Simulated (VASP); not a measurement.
# LiF (Griceite) (Fm-3m) in VASP: settings compared, part 2 of 2

VASP 6.6.1. The steps go on from the part before.

**5. Equation of state, PBE, 8.33 Å³/atom (volume scaled by 1.02)**

Contents of INCAR:

```
SYSTEM = LiF
PREC = Accurate ; ENCUT = 520
EDIFF = 1E-7 ; ISMEAR = -1
SIGMA = 0.05 ; LREAL = .FALSE.
LASPH = .TRUE. ; NELM = 100
ALGO = Normal ; ISIF = 2
LWAVE = .FALSE. ; LCHARG = .FALSE.
GGA = PE ; NBANDS = 12
```

Contents of KPOINTS:

```
regular mesh
0
G
  11 11 11
  0 0 0
```

Contents of POSCAR:

```
LiF
1.0
    0.0000000000      2.0273381371      2.0273381371
    2.0273381371      0.0000000000      2.0273381371
    2.0273381371      2.0273381371      0.0000000000
F Li
1 1
Direct
    0.5000000000      0.5000000000      0.5000000000
    0.0000000000      0.0000000000      0.0000000000
```

The run is started by

```bash
$ cat potpaw_PBE.64/F/POTCAR potpaw_PBE.64/Li_sv/POTCAR > POTCAR
$ mpirun -np 1 vasp_std > vasp.out
```

It took 8.3 s on 1 thread of Intel Xeon Platinum 8488C (Sapphire Rapids), shared host; peak memory 0.13 GiB.

The run converged. Its results:

```
Free energy            : -9.6405 eV
Band gap on the k mesh : 8.91 eV, direct
```

Caveat: the cutoff is under 1.25 times the usual one of these potentials, so pressure, stress and relaxed cells hold a basis-set (Pulay) error; an odd mesh through Γ misses points on the zone boundary, where band edges often lie.

**6. Equation of state, PBE, 8.50 Å³/atom (volume scaled by 1.04)**

Contents of INCAR:

```
PREC = Accurate
ENCUT = 520
EDIFF = 1E-7
ISMEAR = -1
SIGMA = 0.05
LREAL = F
LASPH = T
NELM = 80
ALGO = Normal
ISIF = 2
LWAVE = F
LCHARG = F
GGA = PE
NBANDS = 12
```

Contents of KPOINTS:

```
regular mesh
0
Gamma
  11 11 11
```

Contents of POSCAR:

```
LiF
1.0
    0.0000000000      2.0405030393      2.0405030393
    2.0405030393      0.0000000000      2.0405030393
    2.0405030393      2.0405030393      0.0000000000
F Li
1 1
Direct
    0.5000000000      0.5000000000      0.5000000000
    0.0000000000      0.0000000000      0.0000000000
```

Potentials or basis: VASP PAW PBE potentials, release 64 (F, Li_sv).

The run is started by

```bash
$ cat potpaw_PBE.64/F/POTCAR potpaw_PBE.64/Li_sv/POTCAR > POTCAR
$ mpirun -np 1 vasp_std > vasp.out
```

Wall time 8.9 s (1 thread of Intel Xeon Platinum 8488C (Sapphire Rapids), shared host); peak memory 0.13 GiB.

The run converged. Its results:

* Free energy: -9.6406 eV
* Band gap on the k mesh: 8.75 eV, direct

Caveat: the cutoff is under 1.25 times the usual one of these potentials, so pressure, stress and relaxed cells hold a basis-set (Pulay) error; an odd mesh through Γ misses points on the zone boundary, where band edges often lie.

**7. Equation of state, PBE, 8.66 Å³/atom (volume scaled by 1.06)**

Contents of INCAR:

```
SYSTEM = LiF
PREC = Accurate ; ENCUT = 520
EDIFF = 1E-7 ; ISMEAR = -1
SIGMA = 0.05 ; LREAL = .False.
LASPH = .True. ; NELM = 60
ALGO = Normal ; ISIF = 2
LWAVE = .False. ; LCHARG = .False.
GGA = PE ; NBANDS = 12
```

Contents of KPOINTS:

```
regular mesh
0
Gamma
  11 11 11
  0 0 0
```

Contents of POSCAR:

```
LiF
1.0
    0.0000000000      2.0535002244      2.0535002244
    2.0535002244      0.0000000000      2.0535002244
    2.0535002244      2.0535002244      0.0000000000
F Li
1 1
Direct
    0.5000000000      0.5000000000      0.5000000000
    0.0000000000      0.0000000000      0.0000000000
```

The run is started by

```bash
$ cat potpaw_PBE.64/F/POTCAR potpaw_PBE.64/Li_sv/POTCAR > POTCAR
$ mpirun -np 1 vasp_std > vasp.out
```

Run time: 7.5 s. Hardware: 1 thread of Intel Xeon Platinum 8488C (Sapphire Rapids), shared host; peak memory 0.13 GiB.

It converged, with:

```
Free energy            : -9.6381 eV
Band gap on the k mesh : 8.59 eV, direct
```

Caveat: the cutoff is under 1.25 times the usual one of these potentials, so pressure, stress and relaxed cells hold a basis-set (Pulay) error; an odd mesh through Γ misses points on the zone boundary, where band edges often lie.

**8. Equation of state, PBE**

Potentials or basis: VASP PAW PBE potentials, release 64 (F, Li_sv).

This step only gathers the single runs of the series.

Results:

| Quantity | Value |
| --- | --- |
| Equilibrium volume | 8.42 Å³/atom |
| Bulk modulus | 67 GPa |
| Pressure derivative of the bulk modulus | 4.4 |

Energy against volume, from the lowest point:
| volume (Å³/atom) | energy (meV/atom) |
| --- | --- |
| 7.679 | 15.97 |
| 7.842 | 9.26 |
| 8.006 | 4.52 |
| 8.169 | 1.50 |
| 8.333 | 0.02 |
| 8.496 | 0.00 |
| 8.659 | 1.22 |

Caveat: the cutoff is under 1.25 times the usual one of these potentials, so pressure, stress and relaxed cells hold a basis-set (Pulay) error. PBE usually gives volumes a little too large and moduli too small.

**9. Equation of state, PBEsol, 7.68 Å³/atom (volume scaled by 0.94)**

Contents of INCAR:

```
  PREC = Accurate
  ENCUT = 520
  EDIFF = 1E-7
  ISMEAR = -1
  SIGMA = 0.05
  LREAL = F
  LASPH = T
  NELM = 80
  ALGO = Normal
  ISIF = 2
  LWAVE = F
  LCHARG = F
  GGA = PS
  NBANDS = 12
```

Contents of KPOINTS:

```
Automatic mesh
0
Gamma
  11 11 11
```

Contents of POSCAR:

```
LiF
1.0
    0.0000000000      1.9728864230      1.9728864230
    1.9728864230      0.0000000000      1.9728864230
    1.9728864230      1.9728864230      0.0000000000
F Li
1 1
Direct
    0.5000000000      0.5000000000      0.5000000000
    0.0000000000      0.0000000000      0.0000000000
```

Potentials or basis: VASP PAW PBE potentials, release 64 (F, Li_sv).

The run is started by

```bash
$ cat potpaw_PBE.64/F/POTCAR potpaw_PBE.64/Li_sv/POTCAR > POTCAR
$ mpirun -np 1 vasp_std > vasp.out
```

It took 7.3 s on 1 thread of Intel Xeon Platinum 8375C at 2.90GHz (Ice Lake), shared host; peak memory 0.13 GiB.

The run converged. Its results:

```
Free energy            : -9.8424 eV
Band gap on the k mesh : 9.48 eV, direct
```

Caveat: the cutoff is under 1.25 times the usual one of these potentials, so pressure, stress and relaxed cells hold a basis-set (Pulay) error; the PAW data sets were made with another functional, which shifts forces and pressure a little; an odd mesh through Γ misses points on the zone boundary, where band edges often lie.

**10. Equation of state, PBEsol, 7.84 Å³/atom (volume scaled by 0.96)**

INCAR is that of step 9.

KPOINTS is that of step 9.

Contents of POSCAR:

```
LiF
1.0
    0.0000000000      1.9867804471      1.9867804471
    1.9867804471      0.0000000000      1.9867804471
    1.9867804471      1.9867804471      0.0000000000
F Li
1 1
Direct
    0.5000000000      0.5000000000      0.5000000000
    0.0000000000      0.0000000000      0.0000000000
```

The run is started by

```bash
$ cat potpaw_PBE.64/F/POTCAR potpaw_PBE.64/Li_sv/POTCAR > POTCAR
$ mpirun -np 1 vasp_std > vasp.out
```

Run time: 6.8 s. Hardware: 1 thread of Intel Xeon Platinum 8375C at 2.90GHz (Ice Lake), shared host; peak memory 0.13 GiB.

It converged, with:

| Property | Result |
| --- | --- |
| Free energy | -9.8490 eV |
| Band gap on the k mesh | 9.29 eV, direct |

Caveat: the cutoff is under 1.25 times the usual one of these potentials, so pressure, stress and relaxed cells hold a basis-set (Pulay) error; the PAW data sets were made with another functional, which shifts forces and pressure a little; an odd mesh through Γ misses points on the zone boundary, where band edges often lie.

**11. Equation of state, PBEsol, 8.01 Å³/atom (volume scaled by 0.98)**

INCAR is that of step 10.

KPOINTS is that of step 10.

Contents of POSCAR:

```
LiF
1.0
    0.0000000000      2.0004828142      2.0004828142
    2.0004828142      0.0000000000      2.0004828142
    2.0004828142      2.0004828142      0.0000000000
F Li
1 1
Direct
    0.5000000000      0.5000000000      0.5000000000
    0.0000000000      0.0000000000      0.0000000000
```

The run is started by

```bash
$ cat potpaw_PBE.64/F/POTCAR potpaw_PBE.64/Li_sv/POTCAR > POTCAR
$ mpirun -np 1 vasp_std > vasp.out
```

Wall time 6.9 s (1 thread of Intel Xeon Platinum 8375C at 2.90GHz (Ice Lake), shared host); peak memory 0.13 GiB.

The run converged. Its results:

- Free energy: -9.8520 eV
- Band gap on the k mesh: 9.10 eV, direct

Caveat: the cutoff is under 1.25 times the usual one of these potentials, so pressure, stress and relaxed cells hold a basis-set (Pulay) error; the PAW data sets were made with another functional, which shifts forces and pressure a little; an odd mesh through Γ misses points on the zone boundary, where band edges often lie.

**12. Equation of state, PBEsol, 8.33 Å³/atom (volume scaled by 1.02)**

INCAR is that of step 11.

KPOINTS is that of step 11.

Contents of POSCAR:

```
LiF
1.0
    0.0000000000      2.0273381371      2.0273381371
    2.0273381371      0.0000000000      2.0273381371
    2.0273381371      2.0273381371      0.0000000000
F Li
1 1
Direct
    0.5000000000      0.5000000000      0.5000000000
    0.0000000000      0.0000000000      0.0000000000
```

Potentials or basis: VASP PAW PBE potentials, release 64 (F, Li_sv).

The run is started by

```bash
$ cat potpaw_PBE.64/F/POTCAR potpaw_PBE.64/Li_sv/POTCAR > POTCAR
$ mpirun -np 1 vasp_std > vasp.out
```

Wall time 7.1 s (1 thread of Intel Xeon Platinum 8375C at 2.90GHz (Ice Lake), shared host); peak memory 0.13 GiB.

Results (log left out):

| Property | Result |
| --- | --- |
| Free energy | -9.8490 eV |
| Band gap on the k mesh | 8.74 eV, direct |

Caveat: the cutoff is under 1.25 times the usual one of these potentials, so pressure, stress and relaxed cells hold a basis-set (Pulay) error; the PAW data sets were made with another functional, which shifts forces and pressure a little; an odd mesh through Γ misses points on the zone boundary, where band edges often lie.

**13. Equation of state, PBEsol, 8.50 Å³/atom (volume scaled by 1.04)**

INCAR is that of step 12.

KPOINTS is that of step 12.

Contents of POSCAR:

```
LiF
1.0
    0.0000000000      2.0405030393      2.0405030393
    2.0405030393      0.0000000000      2.0405030393
    2.0405030393      2.0405030393      0.0000000000
F Li
1 1
Direct
    0.5000000000      0.5000000000      0.5000000000
    0.0000000000      0.0000000000      0.0000000000
```

The run is started by

```bash
$ cat potpaw_PBE.64/F/POTCAR potpaw_PBE.64/Li_sv/POTCAR > POTCAR
$ mpirun -np 1 vasp_std > vasp.out
```

It took 7.2 s on 1 thread of Intel Xeon Platinum 8375C at 2.90GHz (Ice Lake), shared host; peak memory 0.13 GiB.

Results (log left out):

```
Free energy            : -9.8434 eV
Band gap on the k mesh : 8.58 eV, direct
```

Caveat: the cutoff is under 1.25 times the usual one of these potentials, so pressure, stress and relaxed cells hold a basis-set (Pulay) error; the PAW data sets were made with another functional, which shifts forces and pressure a little; an odd mesh through Γ misses points on the zone boundary, where band edges often lie.

**14. Equation of state, PBEsol, 8.66 Å³/atom (volume scaled by 1.06)**

INCAR is that of step 13.

KPOINTS is that of step 13.

Contents of POSCAR:

```
LiF
1.0
    0.0000000000      2.0535002244      2.0535002244
    2.0535002244      0.0000000000      2.0535002244
    2.0535002244      2.0535002244      0.0000000000
F Li
1 1
Direct
    0.5000000000      0.5000000000      0.5000000000
    0.0000000000      0.0000000000      0.0000000000
```

The run is started by

```bash
$ cat potpaw_PBE.64/F/POTCAR potpaw_PBE.64/Li_sv/POTCAR > POTCAR
$ mpirun -np 1 vasp_std > vasp.out
```

Run time: 6.9 s. Hardware: 1 thread of Intel Xeon Platinum 8375C at 2.90GHz (Ice Lake), shared host; peak memory 0.13 GiB.

It converged, with:

```yaml
Free_energy: -9.8356 eV
Band_gap_on_the_k_mesh: 8.42 eV, direct
```

Caveat: the cutoff is under 1.25 times the usual one of these potentials, so pressure, stress and relaxed cells hold a basis-set (Pulay) error; the PAW data sets were made with another functional, which shifts forces and pressure a little; an odd mesh through Γ misses points on the zone boundary, where band edges often lie.

**15. Equation of state, PBEsol**

Potentials or basis: VASP PAW PBE potentials, release 64 (F, Li_sv).

This step only gathers the single runs of the series.

What came out:

```yaml
Equilibrium_volume: 8.08 Å³/atom
Bulk_modulus: 73 GPa
Pressure_derivative_of_the_bulk_modulus: 4.5
```

Energy against volume, from the lowest point:
```csv
volume (Å³/atom),energy (meV/atom)
7.679,4.82
7.842,1.51
8.006,0.00
8.169,0.08
8.333,1.54
8.496,4.33
8.659,8.23
```

Caveat: the cutoff is under 1.25 times the usual one of these potentials, so pressure, stress and relaxed cells hold a basis-set (Pulay) error; the PAW data sets were made with another functional, which shifts forces and pressure a little.
